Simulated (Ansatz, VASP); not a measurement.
**SnTe2 in two plane-wave programs**

Aim: how closely do two programs agree when they are given the same cell, functional and k mesh? The cell is generated by rule, not measured, and may not be a known phase. The cell is taken from a series of runs on this material, whose earlier steps may have relaxed, scaled, displaced or heated it; both programs get it as it stands.

Main program and level: Ansatz 0.2.0; plane waves, with VASP 6.6.1 beside it; single point at PBE.

The structure was built from a prototype and need not be the compound's stable phase.

### 1. The starting structure

The structure is tetragonal, space group P4_2/nmc (No. 137). Conventional cell: a = 5.265 Å, b = 5.265 Å, c = 7.446 Å, α = 90.00°, β = 90.00°, γ = 90.00°. Nearest to Sn lie 8 Te at 2.92 to 3.60 Å. Nearest to Te lie 4 Sn at 2.92 to 3.60 Å. Farther neighbours and most contacts between anions are not listed.

### 2. Ansatz: single point, PBE, pair 1

Ansatz runs on its default PAW (the set named soft_2) files.

A single point gives forces, pressure and levels at one fixed geometry, so differences don't come from the geometry; what else differs is listed under the comparison.

The input, input.yaml:

```yaml
crystal:
  lattice:
    - [0.0, -3.7227547923, -3.7227547923]
    - [0.0, 3.7227547923, -3.7227547923]
    - [7.4455095846, 0.0, 0.0]
  atoms:
    - { symbol: Sn, position: [0.0, 0.0, 0.0] }
    - { symbol: Sn, position: [0.5, 0.5, 0.5] }
    - { symbol: Te, position: [0.0, 0.5, 0.8305854849] }
    - { symbol: Te, position: [0.5, 0.0, 0.1694145151] }
    - { symbol: Te, position: [1.0, 0.5, 0.3305854849] }
    - { symbol: Te, position: [0.5, 0.0, 0.6694145151] }
kpoints:
  mp_grid: { grid: [8, 8, 6] }
hamiltonian:
  xc: pbe
scf:
  occupations: { method: methfessel_paxton, width: 0.2 }
output:
  forces: true
  stress: true
  eigenvalues: true
```

On the command line:

```
$ ansatz run input.yaml --threads 4 --pin off --max-ram 7168MiB --backend cpu --events-out ev --progress --plain --runs-dir out
```

Numbers of over 12 decimals in the logs are rounded to 6 here.

Log:

```text
Engine: ansatz 0.2.0, aarch64-unknown-linux-gnu
Pseudopotentials: kind: paw
Pseudopotential: Sn, paw, valence charge 14, recommended cutoff 420 eV (normal), Sn.paw.azcp
Pseudopotential: Te, paw, valence charge 16, recommended cutoff 420 eV (normal), Te.paw.azcp
Functional definition: PBE
  parameter kappa = 0.804
  parameter beta = 0.066725
  exchange = pbe_x(kappa = kappa, mu = beta*pi^2/3)
  correlation = pbe_c(beta = beta)
Crystal: 6 atoms, lattice volume = 206.373 Å³
Basis set: ecut = 420 eV, 4033 PW (Γ), exchange–correlation on 72×72×100 points (8 copies of the dense FFT grid, shifted against one another)
Bands: 56, of which v1, the nominal top of the filled ones, is band 46 counted from 1 (45 counted from 0)
Symmetry: 16 space group operations
Space group: P42/nmc (ITA 137), of the structure as read, at distance tolerance 5.9e-5 Å
k-points: 60 of 384
Non-local potential: Sn, projectors of the file, l = 0: 2, l = 1: 2, l = 2: 2, l = 3: 2
Non-local potential: Te, projectors of the file, l = 0: 2, l = 1: 2, l = 2: 2, l = 3: 2
PAW form: soft (Blöchl's): semilocal exchange-correlation on the pseudo side does not see the compensation charge
PAW one-centre angular grid: Sn, 590 points (default); XC on 64 Gauss nodes
PAW one-centre angular grid: Te, 590 points (default); XC on 64 Gauss nodes
Initial density: superposition of atomic densities (neutral atoms: chi_scale 0, normalization atom), corrected by the library's trained network
Initial wavefunctions: pseudopotential atomic-orbital guess
Functional: x = pbe(κ = 0.804, μ = 0.219515), c = pbe(β = 0.066725)
SCF iter   1: F=—  HF=-39967.762143 eV  |F-HF|=—  |Δ(HF+E_count)|=         —  Δρ=1.45e-3  dr2=4.42e-3  ethr=1.77e-3  ⟨swp⟩=8.4  Hψ=13844  notcnv=0
preconditioner: auto → LDOS  [metal: Δε(μ)=0.011 eV  Ē_g=8.180 eV  σ=0.200 eV  W_gap=0.05  n_scr=36 (ndim 8)  ℏωp=14.6 eV  f_vac=0.059  D(μ)=4.73/eV (n_scr^D=28)  β→1.0]
SCF iter   2: F=—  HF=-39967.760709 eV  |F-HF|=—  |Δ(HF+E_count)|=   1.43e-3  S|Δr|=    0.00e0  Δρ=7.63e-4  dr2=9.14e-4  ethr=4.81e-6  ⟨swp⟩=2.4  Hψ=6708  notcnv=0
SCF iter   3: F=—  HF=-39967.760294 eV  |F-HF|=—  |Δ(HF+E_count)|=   4.15e-4  S|Δr|=    0.00e0  Δρ=1.83e-4  dr2=5.82e-5  ethr=9.93e-7  ⟨swp⟩=2.0  Hψ=5985  notcnv=0
SCF iter   4: F=—  HF=-39967.760247 eV  |F-HF|=—  |Δ(HF+E_count)|=   4.68e-5  S|Δr|=    0.00e0  Δρ=4.52e-5  dr2=5.07e-6  ethr=6.33e-8  ⟨swp⟩=2.0  Hψ=5989  notcnv=0
SCF iter   5: F=—  HF=-39967.760249 eV  |F-HF|=—  |Δ(HF+E_count)|=   1.50e-6  S|Δr|=    0.00e0  Δρ=2.20e-5  dr2=9.44e-7  ethr=5.51e-9  ⟨swp⟩=2.0  Hψ=6018  notcnv=0
SCF iter   6: F=-39967.760249 eV  HF=-39967.760249 eV  |F-HF|=8.73e-10  |Δ(HF+E_count)|=   7.99e-8  S|Δr|=    0.00e0  Δρ=4.68e-6  dr2=3.87e-8  ethr=1.09e-10  ⟨swp⟩=9.3  Hψ=17805  notcnv=0
SCF 1 converged in 6 iterations: F = -39967.760249 eV  dr2 = 3.87e-8
  greatest PAW one-centre occupation: 0.998 electrons in one spin orbital (limit 2), on the Te atom at site 5 (counted from 0), in its partial waves of l = 2
SCF converged after 6 iterations
Stability not checked: this state was not tested for a lower state beside it, because cold or Methfessel-Paxton smearing, or corrected tetrahedra, fill the levels in a way that the test cannot read (fill_not_monotonic; see scf.lower_state_search)
Free energy (F): -39967.760249 eV
Harris-Foulkes:  -39967.760249 eV  (|F-HF|=8.73e-10)
Internal energy: -39967.754821 eV  (E = F + TS)
E sigma→0 (E₀):  -39967.758892 eV
Entropy (-TS):   -0.005428 eV (-0.905 meV/atom)
Fermi energy:    7.768320 eV
--- Per-component energies (eV) ---
  E_band       = -1328.524658
  E_kinetic    = 1091.211649
  E_local      = -7461.829029  (includes V_loc(G=0)·N_el)
  E_nonlocal   = -1305.716261
  E_hartree    = 4590.818508
  E_xc         = -1260.029601
  E_vxc        = -605.324054  (∫ρ·V_xc dr)
  E_paw        = -26920.838079  (= ΣΔE_a)
  E_vpaw       = -2228.490758  (= ΣTr[D̂ρ^β])
  E_aug_tail   = -0.000730  (compensation charges beyond the density's cutoff)
  E_ewald      = -8701.371279
  E_smearing   = -0.005428  (= −TS)
  E_closure    = 0.000000  (closes the sum)
  Σ components = -39967.760249   (vs F -39967.760249, Δ=0.00e0)
--- Forces (eV/Å), atoms counted from 1 ---
  atom   1  Sn     0.00000000     0.00000000     0.00000000
  atom   2  Sn     0.00000000     0.00000000    -0.00000000
  atom   3  Te    -0.32503153    -0.00000000    -0.00000000
  atom   4  Te     0.32503153     0.00000000    -0.00000000
  atom   5  Te    -0.32503153    -0.00000000     0.00000000
  atom   6  Te     0.32503153     0.00000000     0.00000000
  max |Σ_I F_I| component: 5.55e-17 eV/Å
--- Stress (GPa, compression-positive) ---
        0.309980      -0.000000       0.000000
       -0.000000       0.801079      -0.000000
        0.000000      -0.000000       0.801079
  P = ⅓ Tr σ = 0.6374 GPa (6.374 kbar)
--- Band table (eV; the first three rows and the last of 60) ---
  k-point 0: bands = [... 42 lower, 5.9179, 6.1721, 7.4112, 7.8445, 7.8445, 8.2108, 9.3859, 10.0826, ... 6 higher]
  k-point 1: bands = [... 42 lower, 6.1359, 6.2619, 7.2741, 7.8693, 7.8693, 8.1048, 9.1135, 9.9129, ... 6 higher]
  k-point 2: bands = [... 42 lower, 6.4080, 6.5404, 6.8287, 7.6844, 7.9136, 7.9136, 8.9004, 9.5329, ... 6 higher]
  k-point 59: bands = [... 42 lower, 7.1820, 7.1820, 7.2035, 7.2035, 9.5922, 9.5922, 11.2538, 11.2538, ... 6 higher]
```

The run ends at a pressure of 0.64 GPa, with forces up to 0.33 eV/Å.

### 3. VASP: single point, PBE, pair 1

The same cell, functional, mesh and smearing now go to VASP, with its own data sets.

Lines of VASP's logs that name or quote its potential files are left out, and so is its time.

The input, INCAR:

```
SYSTEM = SnTe2
PREC = Accurate
ENCUT = 500
EDIFF = 1E-06
NELM = 120
ISMEAR = 1
SIGMA = 0.2
LREAL = .FALSE.
ALGO = Normal
GGA = PE
NBANDS = 32
LORBIT = 11
LWAVE = .FALSE.
LCHARG = .FALSE.
ISIF = 2
LASPH = .TRUE.
GGA_COMPAT = .FALSE.
KPAR = 2
```

The input, POSCAR:

```
SnTe2
1.0
    0.0000000000     -3.7227547923     -3.7227547923
    0.0000000000      3.7227547923     -3.7227547923
    7.4455095846      0.0000000000      0.0000000000
Sn Te
2 4
Direct
    0.0000000000      0.0000000000      0.0000000000
    0.5000000000      0.5000000000      0.5000000000
    0.0000000000      0.5000000000      0.8305854849
    0.5000000000      0.0000000000      0.1694145151
    0.0000000000      0.5000000000      0.3305854849
    0.5000000000      0.0000000000      0.6694145151
```

The input, KPOINTS:

```
Automatic mesh
0
Gamma
8 8 6
0 0 0
```

PAW data sets: Sn_d and Te (PBE family, release 64).

On the command line:

```
$ mpirun -np 2 vasp_std
```

Log:

```text
[banner, memory and clock lines left out]
running    2 mpi-ranks, on    1 nodes
 distrk:  each k-point on    1 cores,    2 groups
 distr:  one band on    1 cores,    1 groups

 POSCAR found type information on POSCAR SnTe
 POSCAR found :  2 types and       6 ions
 LDA part: xc-table for (Slater+PW92), standard interpolation
 POSCAR, INCAR and KPOINTS ok, starting setup
 FFT: planning ... GRIDC
 FFT: planning ... GRID_SOFT
 FFT: planning ... GRID
 WAVECAR not read
 entering main loop
       N       E                     dE             d eps       ncg     rms          rms(c)
DAV:   1     0.430930534128E+03    0.43093E+03   -0.22037E+04  3864   0.162E+03
DAV:   2     0.382905818629E+02   -0.39264E+03   -0.38355E+03  3936   0.410E+02
DAV:   3    -0.171348513569E+02   -0.55425E+02   -0.54190E+02  4800   0.147E+02
DAV:   4    -0.198140405751E+02   -0.26792E+01   -0.26637E+01  4400   0.346E+01
DAV:   5    -0.199224366128E+02   -0.10840E+00   -0.10835E+00  5896   0.719E+00    0.888E+00
DAV:   6    -0.197767299779E+02    0.14571E+00   -0.31192E-01  4752   0.437E+00    0.608E+00
DAV:   7    -0.197756758677E+02    0.10541E-02   -0.17171E-01  4712   0.223E+00    0.393E-01
DAV:   8    -0.197691505931E+02    0.65253E-02   -0.35324E-02  4592   0.143E+00    0.363E-01
DAV:   9    -0.197698109202E+02   -0.66033E-03   -0.28747E-03  4800   0.299E-01    0.196E-01
DAV:  10    -0.197697831054E+02    0.27815E-04   -0.15079E-04  5120   0.105E-01    0.990E-02
DAV:  11    -0.197697873323E+02   -0.42269E-05   -0.57445E-05  3904   0.366E-02    0.964E-02
DAV:  12    -0.197697848021E+02    0.25303E-05   -0.84045E-06  3880   0.147E-02    0.256E-02
DAV:  13    -0.197697857525E+02   -0.95044E-06   -0.46111E-06  3968   0.106E-02
   1 F= -.19769786E+02 E0= -.19767987E+02  d E =-.539548E-02
```

Parts of OUTCAR (step 3):

```text
ion  position               nearest neighbor table
   1  0.000  0.000  0.000-   3 2.92   4 2.92   3 2.92   4 2.92   5 3.60   5 3.60   6 3.60   6 3.60

  LATTYP: Found a simple tetragonal cell.
 ALAT       =     5.2647703167
 C/A-ratio  =     1.4142135624

 Subroutine GETGRP returns: Found 16 space group operations
 (whereof  8 operations were pure point group operations)

The static configuration has the point symmetry D_2d.
 The point group associated with its full space group is D_4h.

 Found     60 irreducible k-points:

   k-points           NKPTS =     60   k-points in BZ     NKDIM =     60   number of bands    NBANDS=     32

   dimension x,y,z NGX =    40 NGY =   40 NGZ =   54
   dimension x,y,z NGXF=    80 NGYF=   80 NGZF=  108

   ENCUT  =  500.0 eV  36.75 Ry    6.06 a.u.   9.60  9.60 13.57*2*pi/ulx,y,z

   NELECT =      52.0000    total number of electrons

 k-points in reciprocal lattice and weights: Automatic mesh
   0.00000000  0.00000000  0.00000000       0.003
   0.12500000  0.00000000  0.00000000       0.010
   0.25000000  0.00000000  0.00000000       0.010
   0.37500000  0.00000000  0.00000000       0.010
   0.50000000  0.00000000  0.00000000       0.005
   0.12500000  0.12500000  0.00000000       0.010
   0.25000000  0.12500000  0.00000000       0.021
   0.37500000  0.12500000  0.00000000       0.021
   0.50000000  0.12500000  0.00000000       0.010
[...]
0.50000000  0.37500000  0.50000000       0.010
   0.50000000  0.50000000  0.50000000       0.003

 average (electrostatic) potential at core
       1-101.9836       2-101.9836       3 -89.0170       4 -89.0170       5 -89.0170
       6 -89.0170

 E-fermi :   5.1877

 k-point     1 :       0.0000    0.0000    0.0000
  band No.  band energies     occupation
    ...
     21       2.6758      2.00000
     22       3.3377      2.00000
     23       3.3377      2.00000
     24       3.5887      2.00000
     25       4.8313      2.03027
     26       5.2620      0.41678
     27       5.2620      0.41678
     28       5.6271     -0.00805
     29       6.8043     -0.00000
     30       7.5020     -0.00000
    ...

 k-point     2 :       0.1250    0.0000    0.0000
  band No.  band energies     occupation
    ...
     23       3.4071      2.00000
     24       3.8414      2.00000
     25       5.0521      1.90398
     26       5.0640      1.85616
     27       5.1149      1.57296
     28       5.8074     -0.00011
     29       6.8895     -0.00000
     30       6.9772     -0.00000
     31       8.4530     -0.00000
     32       9.1528     -0.00000

 k-point     3 :       0.2500    0.0000    0.0000
  band No.  band energies     occupation
    ...
     22       3.5440      2.00000
     23       4.1617      2.00000
     24       4.3377      2.00000
     25       4.7485      2.00807
     26       4.7811      2.01434
     27       5.4339     -0.07090
     28       6.0780     -0.00000
     29       6.6342     -0.00000
     30       7.2056     -0.00000
     31       8.1220     -0.00000
    ...

  Total        0.3322671      1.0174563      1.0174563      0.0000000      0.0000000      0.0000000
  in kB        2.5795538      7.8990173      7.8990173      0.0000000      0.0000000      0.0000000
  external PRESSURE =       6.1258628 kB  Pullay stress =       0.0000000 kB

  energy-cutoff  :      500.00
  volume of cell :      206.37
      direct lattice vectors                 reciprocal lattice vectors
     0.000000000 -3.722754792 -3.722754792     0.000000000 -0.134309141 -0.134309141
     0.000000000  3.722754792 -3.722754792     0.000000000  0.134309141 -0.134309141
     7.445509585  0.000000000  0.000000000     0.134309141  0.000000000  0.000000000

 POSITION                                       TOTAL-FORCE (eV/Angst)
 -----------------------------------------------------------------------------------
      0.00000      0.00000      0.00000         0.000000      0.000000      0.000000
      3.72275      0.00000     -3.72275         0.000000     -0.000000     -0.000000
      6.18413      1.86138     -1.86138        -0.326193     -0.000000     -0.000000
      1.26138     -1.86138     -1.86138         0.326193     -0.000000     -0.000000
      2.46138      1.86138     -1.86138        -0.326193      0.000000      0.000000
      4.98413     -1.86138     -1.86138         0.326193      0.000000      0.000000
 -----------------------------------------------------------------------------------
    total drift:                               -0.000000      0.000000     -0.000000

  FREE ENERGIE OF THE ION-ELECTRON SYSTEM (eV)
  ---------------------------------------------------
  free  energy   TOTEN  =       -19.7697857525 eV

  energy  without entropy=      -19.7643902746  energy(sigma->0) =      -19.76798726

 total charge
# of ion       s       p       d       tot
------------------------------------------
    1        1.261   0.850  10.009  12.120
    2        1.261   0.850  10.009  12.120
    3        1.405   1.892   0.025   3.323
    4        1.405   1.892   0.025   3.323
    5        1.405   1.892   0.025   3.323
    6        1.405   1.892   0.025   3.323
--------------------------------------------------
tot          8.143   9.270  20.120  37.533

[... 3 further parts left out ...]
```

The run ends at a pressure of 0.61 GPa, with forces up to 0.33 eV/Å.

### 4. Differences

Known differences besides the potentials themselves: the data sets hold 92 valence electrons in Ansatz (on its default PAW (the set named soft_2) files) and 52 in VASP; the cutoff is 420 eV in Ansatz and 500 eV in VASP. Total energies have different zeros and are not compared.

The two programs side by side:

| quantity | Ansatz | VASP | difference |
| --- | --- | --- | --- |
| pressure (GPa) | 0.64 | 0.61 | +0.02 |

Forces (eV/Å; atoms numbered as in POSCAR):

```csv
atom,"Ansatz x, y, z","VASP x, y, z"
Sn1,"0.000, 0.000, 0.000","0.000, 0.000, 0.000"
Sn2,"0.000, 0.000, 0.000","0.000, 0.000, 0.000"
Te3,"-0.325, 0.000, 0.000","-0.326, 0.000, 0.000"
Te4,"0.325, 0.000, 0.000","0.326, 0.000, 0.000"
Te5,"-0.325, 0.000, 0.000","-0.326, 0.000, 0.000"
Te6,"0.325, 0.000, 0.000","0.326, 0.000, 0.000"
```

The forces differ by 0.6 meV/Å r.m.s., which is 0.4 % of the r.m.s. force of 0.154 eV/Å (both taken over all components).

[end of part 1 of 2]

[Lines on the potential files, build, host, timing and source positions are cut from VASP's logs without a mark.]

[Logs are printed without paths, hosts, clocks, repeated set-up lines and the standing remarks that a program may print on its own settings, such as how far it seeks lower states.]

[Hosts, paths, dates, database ids (printed as entryN), source tags and the programs' standing remarks are cut or masked in the printed files.]
